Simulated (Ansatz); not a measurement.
# Ru (P6_3/mmc) in Ansatz: further runs

One crystal, Ru, is run at these levels: RPBE-LYP, PBEsol+D4, PBE+D4; tasks: elastic constants, phonons, projected density of states, density of states.

Everything below comes from runs of Ansatz 0.2.0. Logs are shortened: lines on timing, memory, paths and dates and some standing lists are left out, and cuts for length are marked.

## (1) The structure

It takes space group P6_3/mmc (No. 194, hexagonal). The conventional cell has a = 2.706 Å, b = 2.706 Å, c = 4.282 Å, α = 90.00°, β = 90.00°, γ = 120.00°. Ru (site symmetry -6m2) has 12 Ru at 2.65 to 2.71 Å as nearest neighbours.

## (2) Elastic constants, RPBE-LYP

The input, input.yaml:

```yaml
crystal:
  lattice: { a: 2.7058, b: 2.7058, c: 4.2819, alpha: 90.0, beta: 90.0, gamma: 120.0 }
  space_group: 194
  setting: { hermann_mauguin: "P63/mmc" }
  reduce_to_primitive: true
  atoms:
    - { symbol: Ru, position: [0.6666666667, 0.3333333333, 0.75] }
kpoints:
  mp_grid: { kspacing: 0.25 }
scf:
  occupations: { method: fermi_dirac, width: 0.15 }
hamiltonian:
  xc: { exchange: rpbe, correlation: lyp }
  pseudopotentials: { kind: all_electron, datasets: crystal }
output:
  forces: true
  stress: true
elastic:
  mode: clamped_ion
  stencil: two_point
```

Potentials or basis: all-electron PAW datasets made for the crystal.

Command:

```bash
$ ansatz run input.yaml --threads 1 --pin off --max-ram 2560MiB --backend cpu --events-out ev --progress --plain --runs-dir out
```

The program printed:

```text
Warning: RAYON_NUM_THREADS=1 ignored (pool sized by the plan → 1); use --threads N
crystal.space_group: 194 is read as P63/mmc: the typed cell holds Ru2 (Ru 2c). Least distances (Å): Ru–Ru 2.650
crystal.space_group generates its sites in this order, which a site index counts, at these fractional coordinates of the primitive cell where crystal.reduce_to_primitive is true, and else of the cell that is read (crystal.supercell repeats the list replica by replica, and crystal.defects acts on that): 0: Ru [0.666667, 0.333333, 0.750000]; 1: Ru [0.333333, 0.666667, 0.250000];
hamiltonian.pseudopotentials.datasets: crystal makes datasets for this crystal and solves the spheres of its atoms anew in each pass: cutoff 340.0 eV, the density's 1360.0 eV; for an error of 0.50 meV an atom under PBE, 1.0 meV for the cell; an energy difference from a run of another recipe may be off by several times the error for the cell, under r2SCAN by more, where some 0.1 meV an atom stays at smaller errors; Ru in spheres of 1.281 Å, 8 of its electrons in bands, 8 on its site; only band paths and densities of states list, in semicore columns, the levels of the semicore shells that are solved separately: 4s of Ru, 4p of Ru
band count auto-derived: 13 (N_el = 16.0; filled up to band 8; 12 by the electrons, moments and atoms)
Engine: ansatz 0.2.0, aarch64-unknown-linux-gnu
Pseudopotentials: kind: all_electron
Pseudopotential: Ru, paw, valence charge 16, recommended cutoff 340 eV (normal), crystal/all_electron/pbe/scalar/gaussian/Ru, Koelling and Harmon's equation, gaussian nucleus
Functional definition: unnamed
  exchange = rpbe_x
  correlation = lyp_c
Crystal: 2 atoms, lattice volume = 27.149 Å³
Basis set: ecut = 340 eV, 391 PW (Γ), exchange–correlation on 36×36×54 points (8 copies of the dense FFT grid, shifted against one another)
Bands: 13, of which v1, the nominal top of the filled ones, is band 8 counted from 1 (7 counted from 0)
Symmetry: 24 space group operations
Space group: P63/mmc (ITA 194), of the structure as read, at distance tolerance 3.0e-5 Å
k-points: 64 of 726
Non-local potential: Ru, projectors of the file, l = 0: 1, l = 1: 1, l = 2: 2
PAW form: soft (Blöchl's): semilocal exchange-correlation on the pseudo side does not see the compensation charge
PAW one-centre angular grid: Ru, 590 points (default); XC on its mesh's 1855 points in the sphere
Initial density: superposition of atomic densities (neutral atoms: chi_scale 0, normalization atom)
Initial wavefunctions: pseudopotential atomic-orbital guess
Functional: x = rpbe, c = lyp
iter 1 solved again at ethr=2.59e-2 eV; its pass at ethr=1.00e-1 eV (dr2=4.15e0 eV) is discarded
SCF iter   1: F=—  HF=-246600.618412 eV  |F-HF|=—  |Δ(HF+E_count)|=         —  Δρ=1.32e-1  dr2=4.34e0  ethr=2.59e-2  ⟨swp⟩=2.1  Hψ=4565  notcnv=0
preconditioner: auto → none  [metal: Δε(μ)=0.008 eV  Ē_g=7.750 eV  σ=0.150 eV  W_gap=0.01  n_scr=2 (ndim 8)  ℏωp=28.5 eV  f_vac=0.000  D(μ)=1.64/eV (n_scr^D=22)  sad-step TF]
SCF iter   2: F=—  HF=-246599.722401 eV  |F-HF|=—  |Δ(HF+E_count)|=   8.96e-1  Δρ=6.49e-2  dr2=1.08e0  ethr=2.59e-2  ⟨swp⟩=2.0  Hψ=1664  notcnv=0
iter 3 solved again at ethr=4.86e-4 eV; its pass at ethr=6.77e-3 eV (dr2=7.77e-2 eV) is discarded
SCF iter   3: F=—  HF=-246599.327357 eV  |F-HF|=—  |Δ(HF+E_count)|=   3.95e-1  Δρ=1.89e-2  dr2=7.90e-2  ethr=4.86e-4  ⟨swp⟩=2.0  Hψ=4038  notcnv=0  defer=1
SCF iter   4: F=—  HF=-246599.343394 eV  |F-HF|=—  |Δ(HF+E_count)|=   1.60e-2  Δρ=1.02e-3  dr2=1.14e-4  ethr=4.86e-4  ⟨swp⟩=2.7  Hψ=1702  notcnv=0
SCF iter   5: F=—  HF=-246599.345636 eV  |F-HF|=—  |Δ(HF+E_count)|=   2.24e-3  Δρ=1.25e-3  dr2=3.51e-4  ethr=7.13e-7  ⟨swp⟩=3.5  Hψ=2140  notcnv=0
SCF iter   6: F=—  HF=-246599.345618 eV  |F-HF|=—  |Δ(HF+E_count)|=   1.82e-5  Δρ=1.80e-4  dr2=7.04e-6  ethr=7.13e-7  ⟨swp⟩=3.0  Hψ=2035  notcnv=0
SCF iter   7: F=—  HF=-246599.345618 eV  |F-HF|=—  |Δ(HF+E_count)|=   2.78e-7  Δρ=2.85e-5  dr2=1.29e-7  ethr=4.40e-8  ⟨swp⟩=2.3  Hψ=1859  notcnv=0  defer=1
SCF iter   8: F=—  HF=-246599.345619 eV  |F-HF|=—  |Δ(HF+E_count)|=   1.11e-6  Δρ=9.12e-6  dr2=2.50e-9  ethr=8.09e-10  ⟨swp⟩=2.0  Hψ=3298  notcnv=0
SCF iter   9: F=—  HF=-246599.345619 eV  |F-HF|=—  |Δ(HF+E_count)|=   2.27e-8  Δρ=2.19e-6  dr2=1.81e-10  ethr=1.56e-11  ⟨swp⟩=3.0  Hψ=2090  notcnv=0
SCF iter  10: F=—  HF=-246599.345619 eV  |F-HF|=—  |Δ(HF+E_count)|=   1.16e-9  Δρ=1.08e-6  dr2=2.72e-10  ethr=1.13e-12  ⟨swp⟩=3.0  Hψ=2465  notcnv=0
SCF iter  11: F=—  HF=-246599.345619 eV  |F-HF|=—  |Δ(HF+E_count)|=  1.46e-10  Δρ=6.41e-8  dr2=8.61e-13  ethr=1.13e-12  ⟨swp⟩=3.0  Hψ=1734  notcnv=0
SCF iter  12: F=—  HF=-246599.345619 eV  |F-HF|=—  |Δ(HF+E_count)|=   1.05e-9  Δρ=3.06e-7  dr2=2.67e-12  ethr=1.00e-12  ⟨swp⟩=2.0  Hψ=1463  notcnv=0
SCF iter  13: F=—  HF=-246599.345619 eV  |F-HF|=—  |Δ(HF+E_count)|=  5.82e-11  Δρ=3.51e-8  dr2=1.21e-13  ethr=1.00e-12  ⟨swp⟩=2.0  Hψ=1463  notcnv=0
SCF iter  14: F=-246599.345619 eV  HF=-246599.345619 eV  |F-HF|=0.00e0  |Δ(HF+E_count)|=  2.04e-10  Δρ=1.48e-9  dr2=2.22e-16  ethr=1.00e-12  ⟨swp⟩=2.0  Hψ=1463  notcnv=0
SCF 1 converged in 14 iterations: F = -246599.345623 eV  dr2 = 2.22e-16
  Residual-converged pass: ⟨swp⟩=3.5  Hψ=2028  notcnv=0  max |occ|·‖R‖ = 9.7e-9 eV (tolerance 1.0e-8 eV)  dr2=6.86e-16  dr2_onsite=3.30e-15  max |Δocc| = 7.8e-8
Crystal: 2 atoms, lattice volume = 27.095 Å³
Symmetry: 8 space group operations
k-points: 144 of 726
Initial density: handed on by an earlier stage of this run
Initial wavefunctions: those handed on with the density
iter 1 solved again at ethr=2.82e-7 eV; its pass at ethr=1.00e-1 eV (dr2=4.51e-5 eV) is discarded
SCF iter   1: F=—  HF=-246599.337295 eV  |F-HF|=—  |Δ(HF+E_count)|=         —  Δρ=2.93e-4  dr2=2.02e-5  ethr=2.82e-7  ⟨swp⟩=4.0  Hψ=10982  notcnv=0
[... 76 lines left out ...]
SCF iter   5: F=—  HF=-246599.345553 eV  |F-HF|=—  |Δ(HF+E_count)|=  5.82e-11  Δρ=4.50e-8  dr2=4.17e-13  ethr=1.00e-12  ⟨swp⟩=2.0  Hψ=4652  notcnv=0
SCF iter   6: F=—  HF=-246599.345553 eV  |F-HF|=—  |Δ(HF+E_count)|=  5.82e-11  Δρ=1.40e-8  dr2=5.22e-14  ethr=1.00e-12  ⟨swp⟩=2.0  Hψ=4652  notcnv=0
SCF iter   7: F=—  HF=-246599.345553 eV  |F-HF|=—  |Δ(HF+E_count)|=  5.82e-11  Δρ=3.11e-9  dr2=3.29e-15  ethr=1.00e-12  ⟨swp⟩=2.0  Hψ=4652  notcnv=0
SCF iter   8: F=-246599.345553 eV  HF=-246599.345553 eV  |F-HF|=2.91e-11  |Δ(HF+E_count)|=  5.82e-11  Δρ=2.03e-9  dr2=1.10e-15  ethr=1.00e-12  ⟨swp⟩=2.0  Hψ=4653  notcnv=0
SCF 7 converged in 8 iterations: F = -246599.345558 eV  dr2 = 1.10e-15
  Residual-converged pass: ⟨swp⟩=2.0  Hψ=4315  notcnv=0  max |occ|·‖R‖ = 9.9e-9 eV (tolerance 1.0e-8 eV)  dr2=1.26e-15  dr2_onsite=2.64e-15  max |Δocc| = 7.7e-11
SCF converged after 14 iterations
Free energy (F): -246599.345623 eV
Harris-Foulkes:  -246599.345623 eV  (|F-HF|=0.00e0)
Internal energy: -246599.213431 eV  (E = F + TS)
E sigma→0 (E₀):  -246599.279527 eV
Entropy (-TS):   -0.132192 eV (-66.096 meV/atom)
Past the cutoff: the bands carry plane waves up to 1.75 times it, of which those up to 1.5 times it add -0.000223 eV an atom, each by itself; the spheres take 0.000167 eV an atom off the energy for waves past 1.75 times it
By the cutoff:   a pressure is off by up to 0.007 GPa (1.2 times the spheres' own share and the shells' term, over an atom's volume, and 0.004 GPa: a bound that held against runs at twice the plane waves)
Past the cutoffs: a stress includes 0.0039 GPa for waves and charges beyond them, in addition to the slope of what the spheres take
In the spheres:  the bands' charges fall short by 3.0e-7 e at most (sound up to 1e-3), those of shells solved beside the bands by 6.3e-8 e (sound up to 5e-4)
Fermi energy:    26.396915 eV
--- Per-component energies (eV) ---
  E_band       = 372.001629
  E_kinetic    = 330.213233
  E_local      = -1215.259578  (includes V_loc(G=0)·N_el)
  E_nonlocal   = 79.440382
  E_hartree    = 892.809939
  E_xc         = -218.996177
  E_vxc        = -223.915484  (∫ρ·V_xc dr)
  E_paw        = -249160.656881  (= ΣΔE_a)
  E_vpaw       = -7539.787723  (= ΣTr[D̂ρ^β])
  E_ewald      = -4462.455271
  E_smearing   = -0.132192  (= −TS)
  E_closure    = 7155.690921  (closes the sum)
  Σ components = -246599.345623   (vs F -246599.345623, Δ=0.00e0)
  The terms above E_closure are by the made datasets' own strengths, without shells solved beside the bands.
--- Forces (eV/Å), atoms counted from 1 ---
  atom   1  Ru    -0.00000000     0.00000000    -0.00000000
  atom   2  Ru     0.00000000     0.00000000     0.00000000
  max |Σ_I F_I| component: 9.25e-18 eV/Å
--- Stress (GPa, compression-positive) ---
       23.945712      -0.000000      -0.000000
       -0.000000      23.945712      -0.000000
       -0.000000      -0.000000      23.861869
  P = ⅓ Tr σ = 23.9178 GPa (239.178 kbar)
  It holds what live shells' own plane waves past their cutoff add
--- Band table (eV; the first three rows and the last of 64) ---
  k-point 0: bands = ["18.6328", "20.2912", "23.8206", "23.8206", "23.9907", "24.4907", "24.4907", "25.0068", "25.0068", "27.5770", "27.5770", "27.9654", "36.7830"]
  k-point 1: bands = ["18.9401", "20.3944", "23.6685", "23.6685", "23.8473", "24.3187", "24.3187", "25.3988", "25.3988", "26.9758", "27.5812", "27.5812", "38.0871"]
  k-point 2: bands = ["19.7411", "20.6055", "23.5466", "23.5466", "23.5781", "23.9576", "23.9576", "25.1263", "26.1728", "26.1728", "27.4282", "27.4282", "40.6799"]
  k-point 63: bands = ["21.5837", "21.5837", "22.4992", "22.4992", "23.7616", "23.7616", "25.3172", "25.3172", "27.6783", "27.6783", "34.3100", "34.3100", "37.3843"]
--- Elastic constants: 3 strain directions × 2 members + reference (group order 24) ---
  dense FFT box of the reference and of every strained cell: 18×18×27
  strains applied: 11, 33, 23; error gains: componentwise 1.00 (the most a stress slope's error grows in a printed constant), spectral 1.41 (1 for all six strains in a standard setting)
  C = ∂σ_k/∂η_j (tension-positive GPa; Voigt order 11 22 33 23 13 12):
       627.587    226.787    213.085     -0.000      0.000      0.000
       226.787    627.587    213.085     -0.000      0.000     -0.000
       212.988    212.988    701.471     -0.000      0.000      0.000
         0.000     -0.000     -0.000    181.331     -0.000      0.000
        -0.000     -0.000     -0.000     -0.000    181.331     -0.000
         0.000     -0.000      0.000     -0.000     -0.000    200.400
  reference stress σ⁰ (GPa):    -23.946    -23.946    -23.862      0.000      0.000      0.000
  C* (energy form; C + prestress term) asymmetry max|C*_kj − C*_jk| = 1.303e-2 GPa — a small one proves nothing (zero by symmetry where the batch's group is 432, −43m or m−3m); a large one is finite-difference/SCF noise where every solve meets its electron count
  moduli (Voigt/Reuss/Hill, GPa): K = 362.48/361.91/362.20   G = 199.53/197.74/198.63   E = 503.80   ν = 0.268
  mechanically stable: yes (min eigenvalue of sym C = 181.33 GPa)
  where every solve meets its electron count the energy-path curvature estimates C_jj along a normal strain and C_jj − ¼(σ⁰_aa + σ⁰_bb) along a shear (ab), closely only under elastic.basis: deformed
  strain η (Voigt 11):  stress-route row diagonal C_11 = 627.59 GPa, energy-path curvature d²(F+E_count)/dδ²/Ω₀ = 625.51 GPa
         δ    σ_11 (GPa)             F (eV)   n_scf  n_hpsi   n_pw
    -2.000e-3     -25.2126     -246599.3372940       9   55635    394
     2.000e-3     -22.7022     -246599.3535282       7   38119    394
  strain η (Voigt 33):  stress-route row diagonal C_33 = 701.47 GPa, energy-path curvature d²(F+E_count)/dδ²/Ω₀ = 701.35 GPa
         δ    σ_33 (GPa)             F (eV)   n_scf  n_hpsi   n_pw
    -2.000e-3     -25.2748     -246599.3372975       9   24596    394
     2.000e-3     -22.4689     -246599.3534732       7   16887    394
  strain η (Voigt 23):  stress-route row diagonal C_44 = 181.33 GPa, energy-path curvature d²(F+E_count)/dδ²/Ω₀ = 193.15 GPa
         δ    σ_23 (GPa)             F (eV)   n_scf  n_hpsi   n_pw
    -2.000e-3      -0.3627     -246599.3455577      10   80226    394
     2.000e-3       0.3627     -246599.3455575       8   52323    394
```

Wall time 84 s (1 thread of Arm Neoverse V1, shared host); peak memory 0.57 GiB.

Results:

* Free energy: -246599.3456 eV
* Pressure: 23.9 GPa
* Band gap on the k mesh: none (metal or under the smearing width)
* Voigt bulk modulus: 362 GPa

Elastic tensor in Voigt notation (GPa, ions clamped, in the Cartesian axes of the cell as first typed):
```
628 227 213   0   0   0
227 628 213   0   0   0
213 213 701   0   0   0
  0   0   0 181   0   0
  0   0   0   0 181   0
  0   0   0   0   0 200
```

Caveat: a metal's response needs a denser mesh; the cell is more than 3 GPa from zero pressure, which shifts response properties; the datasets are made anew for each crystal, so energies of different cells compare to about 1 meV per atom; so large a pressure means that the cell lies far from this level's equilibrium, or that cutoff or potentials fall short.

[end of part 1 of 3]
